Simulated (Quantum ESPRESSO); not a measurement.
# AlN (F-43m) in Quantum ESPRESSO: further runs

One crystal, AlN, is run at these levels: HLE16; tasks: single point, equation of state.

All numbers are computed with Quantum ESPRESSO 7.5; they aren't measurements. Logs are shortened: lines on timing, memory, paths and dates and some standing lists are left out, and cuts for length are marked.

## (1) The structure

The structure is cubic, space group F-43m (No. 216). The conventional cell has a = 4.368 Å, b = 4.368 Å, c = 4.368 Å, α = 90.00°, β = 90.00°, γ = 90.00°. Al (site symmetry -43m) has 4 N at 1.89 Å as nearest neighbours. Around N (site symmetry -43m) lie 4 Al at 1.89 Å.

Measurements of this composition are mostly on another form, of space group No. 186.

## (2) Single point, HLE16, 9.79 Å³/atom

File pw.in:

```
&CONTROL
  calculation = 'scf'
  prefix = 'pwscf'
  outdir = './tmp'
  pseudo_dir = './pseudo'
  tprnfor = .true.
  tstress = .true.
  disk_io = 'nowf'
/
&SYSTEM
  ibrav = 0
  nat = 2
  ntyp = 2
  ecutwfc = 84
  nbnd = 9
  input_dft = 'XC-000I-000I-545L-000I-000I-000I'
  occupations = 'smearing'
  smearing = 'fd'
  degauss = 0.00367493
/
&ELECTRONS
  conv_thr = 4d-10
  electron_maxstep = 120
  mixing_beta = 0.5
/
ATOMIC_SPECIES
Al    26.9815 Al.upf
N     14.0070 N.upf
CELL_PARAMETERS angstrom
   0.0000000000    2.1394097525    2.1394097525
   2.1394097525    0.0000000000    2.1394097525
   2.1394097525    2.1394097525    0.0000000000
ATOMIC_POSITIONS crystal
Al     0.0000000000    0.0000000000    0.0000000000
N      0.2500000000    0.2500000000    0.2500000000
K_POINTS automatic
10 10 10 0 0 0
```

Potentials or basis: PseudoDojo 0.4.1 SR PBE standard.

Launch:

```
> OMP_NUM_THREADS=1 pw.x -in pw.in > pw.out
```

pw.out:

```text
This program is part of the open-source Quantum ESPRESSO suite
     for quantum simulation of materials; please cite
         "P. Giannozzi et al., J. Phys.:Condens. Matter 21 395502 (2009);
         "P. Giannozzi et al., J. Phys.:Condens. Matter 29 465901 (2017);
         "P. Giannozzi et al., J. Chem. Phys. 152 154105 (2020);
     in publications or presentations arising from this work. More details at

     IMPORTANT: XC functional enforced from input :
     Exchange-correlation= XC-000I-000I-545L-000I-000I-000I
                           (   0   0   0 545   0   0   0)
     Any further DFT definition will be discarded
     Please, verify this is what you really want

     Message from routine setup:
     using ibrav=0 with symmetry is DISCOURAGED, use correct ibrav instead

     G-vector sticks info
     --------------------
     sticks:   dense  smooth     PW     G-vecs:    dense   smooth      PW
     Sum         757     757    241                13803    13803    2397

     Using Slab Decomposition

     bravais-lattice index     =            0
     lattice parameter (alat)  =       5.7175  a.u.
     unit-cell volume          =     132.1626 (a.u.)^3
     number of atoms/cell      =            2
     number of atomic types    =            2
     number of electrons       =         8.00
     number of Kohn-Sham states=            9
     kinetic-energy cutoff     =      84.0000  Ry
     charge density cutoff     =     336.0000  Ry
     scf convergence threshold =      4.0E-10
     mixing beta               =       0.5000
     number of iterations used =            8  plain     mixing
     Exchange-correlation= XC-000I-000I-545L-000I-000I-000I
                           (   0   0   0 545   0   0   0)

     celldm(1)=   5.717522  celldm(2)=   0.000000  celldm(3)=   0.000000
     celldm(4)=   0.000000  celldm(5)=   0.000000  celldm(6)=   0.000000

     crystal axes: (cart. coord. in units of alat)
               a(1) = (   0.000000   0.707107   0.707107 )
               a(2) = (   0.707107   0.000000   0.707107 )
               a(3) = (   0.707107   0.707107   0.000000 )

     reciprocal axes: (cart. coord. in units 2 pi/alat)
               b(1) = ( -0.707107  0.707107  0.707107 )
               b(2) = (  0.707107 -0.707107  0.707107 )
               b(3) = (  0.707107  0.707107 -0.707107 )

     PseudoPot. # 1 for Al read from file:
     Al.upf
     Pseudo is Norm-conserving + core correction, Zval =  3.0
     Generated using ONCVPSP code by D. R. Hamann
     Using radial grid of 1876 points,  6 beta functions with:
                l(1) =   0
                l(2) =   0
                l(3) =   1
                l(4) =   1
                l(5) =   2
                l(6) =   2

     PseudoPot. # 2 for N  read from file:
     N.upf
     Pseudo is Norm-conserving + core correction, Zval =  5.0
     Generated using ONCVPSP code by D. R. Hamann
     Using radial grid of 1058 points,  4 beta functions with:
                l(1) =   0
                l(2) =   0
                l(3) =   1
                l(4) =   1

     atomic species   valence    mass     pseudopotential
     Al                3.00    26.98150     Al( 1.00)
     N                 5.00    14.00700     N ( 1.00)

     24 Sym. Ops. (no inversion) found

   Cartesian axes

     site n.     atom                  positions (alat units)
         1        Al     tau(   1) = (   0.0000000   0.0000000   0.0000000  )
         2        N      tau(   2) = (   0.3535534   0.3535534   0.3535534  )

     number of k points=    47  Fermi-Dirac smearing, width (Ry)=  0.0037
                       cart. coord. in units 2pi/alat
        k(    1) = (   0.0000000   0.0000000   0.0000000), wk =   0.0020000
        k(    2) = (   0.0707107   0.0707107  -0.0707107), wk =   0.0160000
        k(    3) = (   0.1414214   0.1414214  -0.1414214), wk =   0.0160000
        k(    4) = (   0.2121320   0.2121320  -0.2121320), wk =   0.0160000
        k(    5) = (   0.2828427   0.2828427  -0.2828427), wk =   0.0160000
        k(    6) = (  -0.3535534  -0.3535534   0.3535534), wk =   0.0080000
[... 39 lines left out ...]
        k(   46) = (  -0.0707107  -0.3535534   0.6363961), wk =   0.0480000
        k(   47) = (  -0.7071068   0.2828427   0.0000000), wk =   0.0240000

     Dense  grid:    13803 G-vectors     FFT dimensions: (  36,  36,  36)

     WARNING: libxc functional with ID  545 depends
      on external parameters: check the user_guide of
      QE if you need to modify them or to check their
      default values.

     Initial potential from superposition of free atoms

     starting charge       7.9975, renormalised to       8.0000
     Starting wfcs are    8 randomized atomic wfcs +    1 random wfcs

     Self-consistent Calculation

     iteration #  1     ecut=    84.00 Ry     beta= 0.50
     Davidson diagonalization with overlap
     ethr =  1.00E-02,  avg # of iterations =  5.8

     total energy              =     -27.10418272 Ry
     estimated scf accuracy    <       1.08899792 Ry

     iteration #  2     ecut=    84.00 Ry     beta= 0.50
     Davidson diagonalization with overlap
     ethr =  1.00E-02,  avg # of iterations =  2.0

     total energy              =     -27.36832733 Ry
     estimated scf accuracy    <       0.06423467 Ry

     iteration #  3     ecut=    84.00 Ry     beta= 0.50
     Davidson diagonalization with overlap
     ethr =  8.03E-04,  avg # of iterations =  1.3

     total energy              =     -27.38067592 Ry
     estimated scf accuracy    <       0.00554673 Ry

     iteration #  4     ecut=    84.00 Ry     beta= 0.50
     Davidson diagonalization with overlap
     ethr =  6.93E-05,  avg # of iterations =  3.1

     total energy              =     -27.38155182 Ry
     estimated scf accuracy    <       0.00163712 Ry

     iteration #  5     ecut=    84.00 Ry     beta= 0.50
     Davidson diagonalization with overlap
     ethr =  2.05E-05,  avg # of iterations =  1.6
[... 22 lines left out ...]
     total energy              =     -27.38177283 Ry
     estimated scf accuracy    <       0.00000048 Ry

     iteration #  9     ecut=    84.00 Ry     beta= 0.50
     Davidson diagonalization with overlap
     ethr =  5.97E-09,  avg # of iterations =  1.0

     total energy              =     -27.38177288 Ry
     estimated scf accuracy    <       0.00000005 Ry

     iteration # 10     ecut=    84.00 Ry     beta= 0.50
     Davidson diagonalization with overlap
     ethr =  6.04E-10,  avg # of iterations =  1.3

     total energy              =     -27.38177288 Ry
     estimated scf accuracy    <          9.4E-09 Ry

     iteration # 11     ecut=    84.00 Ry     beta= 0.50
     Davidson diagonalization with overlap
     ethr =  1.17E-10,  avg # of iterations =  2.0

     End of self-consistent calculation

          k = 0.0000 0.0000 0.0000 (  1759 PWs)   bands (ev):

   -10.3127   4.7396   4.7396   4.7396  10.2755  18.6930  18.6930  18.6930
    23.7004

          k = 0.0707 0.0707-0.0707 (  1732 PWs)   bands (ev):

   -10.1654   4.0366   4.6917   4.6917  10.8457  18.3087  18.8253  18.8253
    22.5604

          k = 0.1414 0.1414-0.1414 (  1724 PWs)   bands (ev):

    -9.7474   2.5353   4.5714   4.5714  11.9281  17.4745  18.7402  18.7402
    22.0552

          k = 0.2121 0.2121-0.2121 (  1724 PWs)   bands (ev):

    -9.1439   0.9377   4.4319   4.4319  12.8379  16.6216  18.0576  18.0576
    23.1521

          k = 0.2828 0.2828-0.2828 (  1718 PWs)   bands (ev):

    -8.5466  -0.3196   4.3256   4.3256  13.3825  15.9676  17.4466  17.4466
    24.3459

          k =-0.3536-0.3536 0.3536 (  1718 PWs)   bands (ev):

    -8.2782  -0.8170   4.2865   4.2865  13.5708  15.7044  17.2235  17.2235
    24.6663

          k = 0.1414-0.0000 0.0000 (  1731 PWs)   bands (ev):
[... 99 lines left out ...]
          k =-0.0000-0.4243 0.4243 (  1720 PWs)   bands (ev):

    -7.9707   0.5327   1.7015   3.9349  12.7053  15.8619  18.1481  19.0282
    23.6042

          k = 0.5657-0.0000 0.0000 (  1720 PWs)   bands (ev):

    -7.9900   0.4681   3.2084   3.2084   9.8310  15.0846  19.2650  21.4999
    21.4999

          k =-0.0707-0.6364 0.6364 (  1712 PWs)   bands (ev):

    -7.7229   0.2613   2.7194   3.1717   9.7872  15.1982  19.5463  21.4374
    21.6456

          k = 0.0000-0.5657 0.5657 (  1716 PWs)   bands (ev):

    -7.6387   0.4970   1.7856   3.3254  10.5302  15.8748  19.3167  20.7465
    21.4249

          k =-0.7071 0.0000 0.0000 (  1724 PWs)   bands (ev):

    -7.6443   0.0748   3.0728   3.0728   9.2526  14.8019  19.9337  21.8785
    21.8785

          k = 0.2828 0.1414 0.0000 (  1726 PWs)   bands (ev):

    -9.3973   2.1339   3.8195   4.4061  12.4581  17.0153  17.5523  19.3474
    20.2896

          k = 0.3536 0.2121-0.0707 (  1712 PWs)   bands (ev):

    -8.8396   1.0270   3.3887   4.2382  13.0124  16.1277  17.3838  18.8940
    21.3361

          k =-0.2828-0.4243 0.5657 (  1723 PWs)   bands (ev):

    -8.2999   0.0427   3.1826   4.0262  13.3317  15.2758  17.8649  18.4391
    22.8174

          k =-0.2121-0.3536 0.4950 (  1718 PWs)   bands (ev):

    -8.0628  -0.3606   3.1294   3.9290  13.4546  14.9291  18.1160  18.2940
    24.0191

          k = 0.4243 0.1414-0.0000 (  1711 PWs)   bands (ev):

    -8.6488   1.1558   3.2517   3.7436  11.8567  16.3687  17.2599  20.0184
    21.0157

          k =-0.2121-0.4950 0.6364 (  1718 PWs)   bands (ev):

    -8.1578   0.5418   2.7088   3.5068  11.9051  16.3240  17.4671  19.6833
    21.9009

          k =-0.1414-0.4243 0.5657 (  1715 PWs)   bands (ev):
[... 9 lines left out ...]
          k = 0.0000-0.2828 0.4243 (  1716 PWs)   bands (ev):

    -8.3401   0.6707   2.4908   3.9877  13.0666  15.8923  17.3591  19.0228
    22.0706

          k =-0.1414-0.5657 0.7071 (  1709 PWs)   bands (ev):

    -7.9353   0.5144   2.8368   3.0709  10.5522  15.6942  18.6474  20.6366
    21.8396

          k =-0.0707-0.4950 0.6364 (  1713 PWs)   bands (ev):

    -7.6888   0.5503   2.0046   3.0097  10.9815  16.2072  18.6949  19.8874
    22.2861

          k = 0.0000-0.4243 0.5657 (  1717 PWs)   bands (ev):

    -7.6946   0.9120   1.2291   3.2655  11.7632  16.4517  18.4967  19.2988
    22.6622

          k =-0.7071 0.1414 0.0000 (  1708 PWs)   bands (ev):

    -7.6266   0.2901   2.6883   2.7721  10.0279  15.4535  19.5858  20.6235
    22.2066

          k =-0.1414-0.4243 0.7071 (  1713 PWs)   bands (ev):

    -7.8096   0.6448   2.0007   3.0261  11.9062  16.9206  17.2792  19.4946
    22.8069

          k =-0.0707-0.3536 0.6364 (  1722 PWs)   bands (ev):

    -7.6674   0.8268   1.6152   2.7832  11.9487  16.8787  17.9392  18.9560
    23.2762

          k =-0.7071 0.2828 0.0000 (  1724 PWs)   bands (ev):

    -7.5976   0.8869   1.8385   2.3608  11.4696  16.9512  18.5925  18.5929
    23.1279

     the Fermi energy is     7.3295 ev

!    total energy              =     -27.38177288 Ry
     estimated scf accuracy    <          3.4E-11 Ry
     smearing contrib. (-TS)   =       0.00000000 Ry
     internal energy E=F+TS    =     -27.38177288 Ry

     The total energy is F=E-TS. E is the sum of the following terms:
     one-electron contribution =      -0.72345400 Ry
     hartree contribution      =       6.18511564 Ry
     xc contribution           =     -10.58917937 Ry
     ewald contribution        =     -22.25425516 Ry

     convergence has been achieved in  11 iterations

     Forces acting on atoms (cartesian axes, Ry/au):

     atom    1 type  1   force =    -0.00000000   -0.00000000   -0.00000000
     atom    2 type  2   force =     0.00000000    0.00000000    0.00000000

     Total force =     0.000000     Total SCF correction =     0.000000

     Computing stress (Cartesian axis) and pressure

          total   stress  (Ry/bohr**3)                   (kbar)     P=     -223.74
  -0.00152095   0.00000000  -0.00000000         -223.74        0.00       -0.00
   0.00000000  -0.00152095  -0.00000000            0.00     -223.74       -0.00
  -0.00000000   0.00000000  -0.00152095           -0.00        0.00     -223.74

=------------------------------------------------------------------------------=
   JOB DONE.
=------------------------------------------------------------------------------=
```

It took 14 s on 1 thread of Arm Neoverse V1, shared host; peak memory 0.05 GiB.

Results:

```yaml
Free_energy: -372.5480 eV
Pressure: -22.4 GPa
Band_gap_on_the_k_mesh: 4.51 eV, indirect (least direct gap 5.54 eV)
```

Caveat: the potentials were made for another functional, which shifts forces and pressure; the potentials were made for a functional far from this one.

## (3) Single point, HLE16, 10.00 Å³/atom

pw.in, as its differences from that of step 2:

```diff
@@ -29,5 +29,5 @@
 CELL_PARAMETERS angstrom
-   0.0000000000    2.1394097525    2.1394097525
-   2.1394097525    0.0000000000    2.1394097525
-   2.1394097525    2.1394097525    0.0000000000
+   0.0000000000    2.1544765148    2.1544765148
+   2.1544765148    0.0000000000    2.1544765148
+   2.1544765148    2.1544765148    0.0000000000
 ATOMIC_POSITIONS crystal
```

Potentials or basis: PseudoDojo 0.4.1 SR PBE standard.

Launch:

```
> OMP_NUM_THREADS=1 pw.x -in pw.in > pw.out
```

Wall time 14 s (1 thread of Arm Neoverse V1, shared host); peak memory 0.05 GiB.

The run converged. Its results:

```yaml
Free_energy: -372.4847 eV
Pressure: -26.2 GPa
Band_gap_on_the_k_mesh: 4.51 eV, indirect (least direct gap 5.35 eV)
```

Caveat: the potentials were made for another functional, which shifts forces and pressure; the potentials were made for a functional far from this one.

## (4) Single point, HLE16, 10.21 Å³/atom

pw.in, as its differences from that of step 3:

```diff
@@ -29,5 +29,5 @@
 CELL_PARAMETERS angstrom
-   0.0000000000    2.1544765148    2.1544765148
-   2.1544765148    0.0000000000    2.1544765148
-   2.1544765148    2.1544765148    0.0000000000
+   0.0000000000    2.1693354430    2.1693354430
+   2.1693354430    0.0000000000    2.1693354430
+   2.1693354430    2.1693354430    0.0000000000
 ATOMIC_POSITIONS crystal
```

Launch:

```
> OMP_NUM_THREADS=1 pw.x -in pw.in > pw.out
```

Wall time 14 s (1 thread of Arm Neoverse V1, shared host); peak memory 0.05 GiB.

Results (log left out):

* Free energy: -372.4119 eV
* Pressure: -29.7 GPa
* Band gap on the k mesh: 4.50 eV, indirect (least direct gap 5.16 eV)

Caveat: the potentials were made for another functional, which shifts forces and pressure; the potentials were made for a functional far from this one.

## (5) Single point, HLE16, 10.42 Å³/atom

pw.in, as its differences from that of step 4:

```diff
@@ -29,5 +29,5 @@
 CELL_PARAMETERS angstrom
-   0.0000000000    2.1693354430    2.1693354430
-   2.1693354430    0.0000000000    2.1693354430
-   2.1693354430    2.1693354430    0.0000000000
+   0.0000000000    2.1839935596    2.1839935596
+   2.1839935596    0.0000000000    2.1839935596
+   2.1839935596    2.1839935596    0.0000000000
 ATOMIC_POSITIONS crystal
```

Launch:

```
> OMP_NUM_THREADS=1 pw.x -in pw.in > pw.out
```

Wall time 14 s (1 thread of Arm Neoverse V1, shared host); peak memory 0.05 GiB.

Results (log left out):

| Property | Result |
| --- | --- |
| Free energy | -372.3307 eV |
| Pressure | -32.7 GPa |
| Band gap on the k mesh | 4.49 eV, indirect (least direct gap 4.98 eV) |

Caveat: the potentials were made for another functional, which shifts forces and pressure; the cell as given lies far from equilibrium; the potentials were made for a functional far from this one.

## (6) Single point, HLE16, 10.63 Å³/atom

pw.in, as its differences from that of step 5:

```diff
@@ -29,5 +29,5 @@
 CELL_PARAMETERS angstrom
-   0.0000000000    2.1839935596    2.1839935596
-   2.1839935596    0.0000000000    2.1839935596
-   2.1839935596    2.1839935596    0.0000000000
+   0.0000000000    2.1984575146    2.1984575146
+   2.1984575146    0.0000000000    2.1984575146
+   2.1984575146    2.1984575146    0.0000000000
 ATOMIC_POSITIONS crystal
```

Potentials or basis: PseudoDojo 0.4.1 SR PBE standard.

Launch:

```
> OMP_NUM_THREADS=1 pw.x -in pw.in > pw.out
```

Run time: 15 s. Hardware: 1 thread of Arm Neoverse V1, shared host; peak memory 0.05 GiB.

It converged, with:

- Free energy: -372.2420 eV
- Pressure: -35.5 GPa
- Band gap on the k mesh: 4.48 eV, indirect (least direct gap 4.81 eV)

Caveat: the potentials were made for another functional, which shifts forces and pressure; the cell as given lies far from equilibrium; the potentials were made for a functional far from this one.

## (7) Single point, HLE16, 10.83 Å³/atom

pw.in, as its differences from that of step 6:

```diff
@@ -29,5 +29,5 @@
 CELL_PARAMETERS angstrom
-   0.0000000000    2.1984575146    2.1984575146
-   2.1984575146    0.0000000000    2.1984575146
-   2.1984575146    2.1984575146    0.0000000000
+   0.0000000000    2.2127336128    2.2127336128
+   2.2127336128    0.0000000000    2.2127336128
+   2.2127336128    2.2127336128    0.0000000000
 ATOMIC_POSITIONS crystal
```

Launch:

```
> OMP_NUM_THREADS=1 pw.x -in pw.in > pw.out
```

It took 16 s on 1 thread of Arm Neoverse V1, shared host; peak memory 0.05 GiB.

It converged, with:

* Free energy: -372.1466 eV
* Pressure: -37.9 GPa
* Band gap on the k mesh: 4.47 eV, indirect (least direct gap 4.65 eV)

Caveat: the potentials were made for another functional, which shifts forces and pressure; the cell as given lies far from equilibrium; the potentials were made for a functional far from this one.

## (8) Single point, HLE16, 11.04 Å³/atom

pw.in, as its differences from that of step 7:

```diff
@@ -29,5 +29,5 @@
 CELL_PARAMETERS angstrom
-   0.0000000000    2.2127336128    2.2127336128
-   2.2127336128    0.0000000000    2.2127336128
-   2.2127336128    2.2127336128    0.0000000000
+   0.0000000000    2.2268278375    2.2268278375
+   2.2268278375    0.0000000000    2.2268278375
+   2.2268278375    2.2268278375    0.0000000000
 ATOMIC_POSITIONS crystal
```

Launch:

```
> OMP_NUM_THREADS=1 pw.x -in pw.in > pw.out
```

It took 18 s on 1 thread of Arm Neoverse V1, shared host; peak memory 0.05 GiB.

Results (log left out):

| Quantity | Value |
| --- | --- |
| Free energy | -372.0453 eV |
| Pressure | -40.0 GPa |
| Band gap on the k mesh | 4.46 eV, indirect (least direct gap 4.48 eV) |

Caveat: the potentials were made for another functional, which shifts forces and pressure; the cell as given lies far from equilibrium; the potentials were made for a functional far from this one.

## (9) Equation of state, HLE16

Potentials or basis: PseudoDojo 0.4.1 SR PBE standard.

This step only gathers the single runs of the series.

Results:

```yaml
Equilibrium_volume: "8.91 Å³/atom (rough: see the caveat)"
Bulk_modulus: 286 GPa (rough)
```

Energy against volume, from the lowest point:
| volume (Å³/atom) | energy (meV/atom) |
| --- | --- |
| 9.792 | 0.00 |
| 10.001 | 31.64 |
| 10.209 | 68.02 |
| 10.417 | 108.63 |
| 10.626 | 152.99 |
| 10.834 | 200.69 |
| 11.042 | 251.36 |

Caveat: the potentials were made for another functional, which shifts forces and pressure; the potentials were made for a functional far from this one; the minimum lies outside the volumes run.
